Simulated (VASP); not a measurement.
# F2 in VASP: reference runs

Aim: a first look at F2 with PBE, on the cell as given.

Everything below comes from runs of VASP 6.6.1. Logs are shortened: lines on timing, memory, paths and dates and some standing lists are left out, and cuts for length are marked.

### 1 Starting point

The cell holds a molecule in a box, 2 atoms: a = 11.000 Å, b = 10.000 Å, c = 10.000 Å, α = 90.00°, β = 90.00°, γ = 90.00°.

### 2 Single point, PBE

The input, INCAR:

```
  PREC = Accurate
  ENCUT = 520
  EDIFF = 1E-7
  ISMEAR = 0
  SIGMA = 0.01
  LREAL = False
  LASPH = True
  NELM = 60
  ALGO = Normal
  ISIF = 2
  LWAVE = False
  LCHARG = False
  GGA = PE
  NBANDS = 14
```

The input, KPOINTS:

```
regular mesh
0
Gamma
  1 1 1
```

The input, POSCAR:

```
F
1.0
   11.0000000000      0.0000000000      0.0000000000
    0.0000000000     10.0000000000      0.0000000000
    0.0000000000      0.0000000000     10.0000000000
F
2
Direct
    0.4481000000      0.5233400000      0.4739000000
    0.5542636400      0.4808600000      0.5329000000
```

Potentials or basis: VASP PAW PBE potentials, release 64 (F).

Run with:

```console
$ cat potpaw_PBE.64/F/POTCAR > POTCAR
$ mpirun -np 1 vasp_gam > vasp.out
```

OUTCAR:

```text
PREC = Accurate
   ENCUT = 520
   EDIFF = 1E-7
   ISMEAR = 0
   LREAL = False
   LASPH = True
   NELM = 60
   ISIF = 2
   GGA = PE

 ion  position               nearest neighbor table
   1  0.448  0.523  0.474-   2 1.38
   2  0.554  0.481  0.533-   1 1.38

  LATTYP: Found a simple tetragonal cell.
 ALAT       =    10.0000000000
 C/A-ratio  =     1.1000000000

  Lattice vectors:

 A1 = (   0.0000000000,  10.0000000000,   0.0000000000)
 A2 = (   0.0000000000,   0.0000000000,  10.0000000000)
 A3 = (  11.0000000000,   0.0000000000,   0.0000000000)

Analysis of symmetry for initial positions (statically):
=====================================================================
 Subroutine PRICEL returns:
 Original cell was already a primitive cell.

 Routine SETGRP: Setting up the symmetry group for a
 simple tetragonal supercell.

 Subroutine GETGRP returns: Found  2 space group operations
 (whereof  1 operations were pure point group operations)
 out of a pool of 16 trial point group operations.

The static configuration has the point symmetry C_1 .
 The point group associated with its full space group is S_2 .

Analysis of symmetry for dynamics (positions and initial velocities):
=====================================================================
 Subroutine PRICEL returns:
 Original cell was already a primitive cell.

 Routine SETGRP: Setting up the symmetry group for a
 simple tetragonal supercell.

 Subroutine GETGRP returns: Found  2 space group operations
 (whereof  1 operations were pure point group operations)
 out of a pool of 16 trial point group operations.

The dynamic configuration has the point symmetry C_1 .
 The point group associated with its full space group is S_2 .

 Subroutine INISYM returns: Found  2 space group operations
 (whereof  1 operations are pure point group operations),
 and found     1 'primitive' translations

----------------------------------------------------------------------------------------

                                     Primitive cell

  volume of cell :    1100.0000

  direct lattice vectors                    reciprocal lattice vectors
    11.000000000  0.000000000  0.000000000     0.090909091  0.000000000  0.000000000
     0.000000000 10.000000000  0.000000000     0.000000000  0.100000000  0.000000000
     0.000000000  0.000000000 10.000000000     0.000000000  0.000000000  0.100000000

  length of vectors
    11.000000000 10.000000000 10.000000000     0.090909091  0.100000000  0.100000000

[... 59 lines left out ...]
   NSW    =      0    number of steps for IOM
   IBRION =     -1    ionic relax: 0-MD 1-quasi-New 2-CG
   NFREE  =      0    steps in history (QN), initial steepest desc. (CG)
   ISIF   =      2    stress and relaxation
   ISYM   =      2    0-nonsym 1-usesym 2-fastsym
   POTIM  = 0.5000    time-step for ionic-motion
   TEBEG  =    0.0;   TEEND  =   0.0 temperature during run
   PSTRESS=    0.0 pullay stress
   NELECT =      14.0000    total number of electrons
   NUPDOWN=      -1.0000    fix difference up-down
   EMIN   =  10.00;   EMAX   =-10.00  energy-range for DOS
   EFERMI =   0.00;   METHOD = LEGACY
   ISMEAR =     0;   SIGMA  =   0.01  broadening in eV -4-tet -1-fermi 0-gaus
   EFERMI_NEDOS =   21; number of points for ismear=-14 and -15
   IALGO  =     38    algorithm
   IMIX   =      4    mixing-type and parameters
     AMIX     =   0.40;   BMIX     =  1.00
     AMIX_MAG =   1.60;   BMIX_MAG =  1.00
  volume/ion in A,a.u.               =     550.00      3711.58
  Fermi-wavevector in a.u.,A,eV,Ry     =   0.382226  0.722302  1.987764  0.146097
  Thomas-Fermi vector in A             =   1.318299
   LORBIT       =      0    0 simple, 1 ext, 2 COOP (PROOUT), +10 PAW based schemes
   GGA     = PE    functional components
   LHFCALC =     F    Hartree Fock is set to
   AEXX    =    0.0000 exact exchange contribution
   IVDW    =     0    specifies the selected vdW correction
   LEPSILON=     F    determine dielectric tensor
   LRPA    =     F    only Hartree local field effects (RPA)
 non-spin polarized calculation
 Gauss-broadening in eV      SIGMA  =   0.01
  energy-cutoff  :      520.00
  volume of cell :     1100.00
 maximum number of plane-waves:     14859
 NGX is ok and might be reduce to    84
   NGX = 41   NGY = 37   NGZ = 37

 number of electron      13.9999999 magnetization

 Free energy of the ion-electron system (eV)
  ---------------------------------------------------
  ext. energy  EPLUGINS =         0.00000000
  ---------------------------------------------------
  free energy    TOTEN  =        -3.57290525 eV

  energy without entropy =       -3.57290525  energy(sigma->0) =       -3.57290525

 E-fermi :  -9.0463     XC(G=0):  -0.4861

 val. band max:       -9.1675540331   @ k =   0.0000   0.0000   0.0000
 cond. band min:      -5.1314577288   @ k =   0.0000   0.0000   0.0000
 fundamental gap:      4.0360963043
 Fermi energy:        -9.0462756913

 k-point     1 :       0.0000    0.0000    0.0000
  band No.  band energies     occupation
      1     -34.4464      2.00000
      2     -27.3329      2.00000
      3     -15.4360      2.00000
      4     -12.9124      2.00000
      5     -12.9123      2.00000
      6      -9.1676      2.00000
      7      -9.1676      2.00000
      8      -5.1315      0.00000
      9      -0.2826      0.00000
     10       0.9828      0.00000
     11       1.0069      0.00000
     12       1.2326      0.00000
     13       1.2406      0.00000
     14       1.3326      0.00000

------------------------ aborting loop because EDIFF is reached ----------------------------------------

  FORCE on cell =-STRESS in cart. coord.  units (eV):
  Direction    XX          YY          ZZ          XY          YZ          ZX
  --------------------------------------------------------------------------------------
  -------------------------------------------------------------------------------------
  Total        1.8539423      0.1500960      0.3915442     -0.7161633     -0.3617477      0.9945658
  in kB        2.7003131      0.2186185      0.5702938     -1.0431096     -0.5268945      1.4486098
  external PRESSURE =       1.1630751 kB  Pullay stress =       0.0000000 kB

 VOLUME and BASIS-vectors are now :
 -----------------------------------------------------------------------------
  energy-cutoff  :      520.00
  volume of cell :     1100.00
      direct lattice vectors                 reciprocal lattice vectors
    11.000000000  0.000000000  0.000000000     0.090909091  0.000000000  0.000000000
     0.000000000 10.000000000  0.000000000     0.000000000  0.100000000  0.000000000
     0.000000000  0.000000000 10.000000000     0.000000000  0.000000000  0.100000000

 POSITION                                       TOTAL-FORCE (eV/Angst)
 -----------------------------------------------------------------------------------
      4.92910      5.23340      4.73900        -1.673637      0.609003     -0.845596
      6.09690      4.80860      5.32900         1.673637     -0.609003      0.845596
 -----------------------------------------------------------------------------------
    total drift:                                0.000110      0.000159     -0.000028

  FREE ENERGIE OF THE ION-ELECTRON SYSTEM (eV)
  ---------------------------------------------------
  free  energy   TOTEN  =        -3.5729052538 eV

  energy  without entropy=       -3.5729052538  energy(sigma->0) =       -3.57290525
```

OSZICAR:

```text
N       E                     dE             d eps       ncg     rms          rms(c)
DAV:   1     0.169784854528E+03    0.16978E+03   -0.38056E+03    36   0.599E+02
DAV:   2     0.636913665077E+02   -0.10609E+03   -0.93608E+02    40   0.113E+02
DAV:   3    -0.968804041006E+00   -0.64660E+02   -0.64465E+02    48   0.109E+02
[... 13 lines left out ...]
DAV:  17    -0.357290223714E+01   -0.60525E-05   -0.14343E-07    36   0.182E-03    0.442E-04
DAV:  18    -0.357290439897E+01   -0.21618E-05   -0.42982E-08    36   0.120E-03    0.108E-04
DAV:  19    -0.357290495752E+01   -0.55855E-06   -0.58888E-09    36   0.385E-04    0.439E-05
DAV:  20    -0.357290520907E+01   -0.25155E-06    0.76739E-10    20   0.222E-04    0.869E-06
DAV:  21    -0.357290525382E+01   -0.44754E-07    0.23136E-09    20   0.115E-04
   1 F= -.35729053E+01 E0= -.35729053E+01  d E =-.146800E-65
```

stdout:

```text
POSCAR found type information on POSCAR F
 POSCAR found :  1 types and       2 ions
 scaLAPACK will be used
 LDA part: xc-table for (Slater+PW92), standard interpolation
 POSCAR, INCAR and KPOINTS ok, starting setup
 FFT: planning ... GRIDC
 FFT: planning ... GRID_SOFT
 FFT: planning ... GRID
 WAVECAR not read
 entering main loop
```

Run time: 45 s. Hardware: 1 thread of AMD EPYC 9R45 (Zen 5), shared host; peak memory 0.83 GiB.

Results:

| Property | Result |
| --- | --- |
| Free energy | -3.5729 eV |
| Largest force | 1.972 eV/Å |
| Gap between the frontier levels | 4.04 eV |

Forces in eV/Å, atoms in the order of the input:
```
F   -1.674  0.609 -0.846
F    1.674 -0.609  0.846
```

Expect the measured gap to be larger: semilocal functionals such as PBE lack the derivative discontinuity.
